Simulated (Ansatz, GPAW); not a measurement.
This is a calculation of Zn for GPAW 26.7.0 (ASE script). This isn't the form of Zn at room conditions, which is hcp.

The input run.py:

```python
from ase.dft.bandgap import bandgap
from ase.io import read, write
from ase.units import GPa
from gpaw import GPAW, PW, setup_paths

setup_paths.insert(0, '.')

atoms = read('Zn.xyz')

calc = GPAW(mode=PW(600),
            xc='PBEsol',
            kpts={'size': (12, 12, 12), 'gamma': True},
            occupations={'name': 'methfessel-paxton', 'order': 0, 'width': 0.1},
            nbands=13,
            convergence={'density': 1e-05, 'energy': 1e-05},
            maxiter=150,
            txt='gpaw.txt')
atoms.calc = calc
energy = atoms.get_potential_energy()
forces = atoms.get_forces()
stress = atoms.get_stress()
calc.write('gs.gpw')
write('result.traj', atoms)
print(f'Energy: {energy:.6f} eV')
print('Forces (eV/A):')
print(forces.round(4))
print('Stress (GPa):', (stress / GPa).round(3))
print('Fermi level:', round(calc.get_fermi_level(), 4), 'eV')
print(f'Gap: {bandgap(calc)[0]:.4f} eV, direct: {bandgap(calc, direct=True)[0]:.4f} eV')
```

The input Zn.xyz:

```xyz
1
Lattice="0.0000000000 1.9647760000 1.9647760000 1.9647760000 0.0000000000 1.9647760000 1.9647760000 1.9647760000 0.0000000000" Properties=species:S:1:pos:R:3 pbc="T T T"
Zn     0.0000000000      0.0000000000      0.0000000000
```

Potentials or basis: PAW data sets generated in the run's folder for this functional, pw.

Launch:

```console
$ gpaw-setup -f PBEsol Zn
$ OMP_NUM_THREADS=1 python run.py
```

Question: What does the same run look like in Ansatz 0.2.0? Potentials or basis there: Ansatz PAW, cutoff 420 eV.

Answer: As run (cutoffs and basis follow the program's own potentials, and thresholds, step limits or extra output files can differ):

Contents of input.yaml:

```yaml
crystal:
  lattice:
    - [0.0, 1.964776, 1.964776]
    - [1.964776, 0.0, 1.964776]
    - [1.964776, 1.964776, 0.0]
  atoms:
    - { symbol: Zn, position: [0.0, 0.0, 0.0] }
hamiltonian:
  xc: pbesol
  pseudopotentials: { kind: paw }
kpoints:
  mp_grid: { grid: [12, 12, 12] }
scf:
  occupations: { method: gaussian, width: 0.1 }
output:
  forces: true
  stress: true
  eigenvalues: true
```

Potentials or basis: Ansatz PAW.

Command:

```console
$ ansatz run input.yaml --threads 1 --pin off --max-ram 3584MiB --backend cpu --events-out ev --progress --plain --runs-dir out
```

Both were run:

|  | GPAW | Ansatz |
| --- | --- | --- |
| Pressure | -5.4 GPa | -5.2 GPa |

Ansatz's pressure holds a Pulay term of +0.11 GPa for its cutoff of 420 eV, which the other run lacks.

Ansatz's potentials were made for PBE.

Where Ansatz's input types no cutoff or centring, it takes its own default and a Γ-centred mesh.

Pressure is positive in compression.
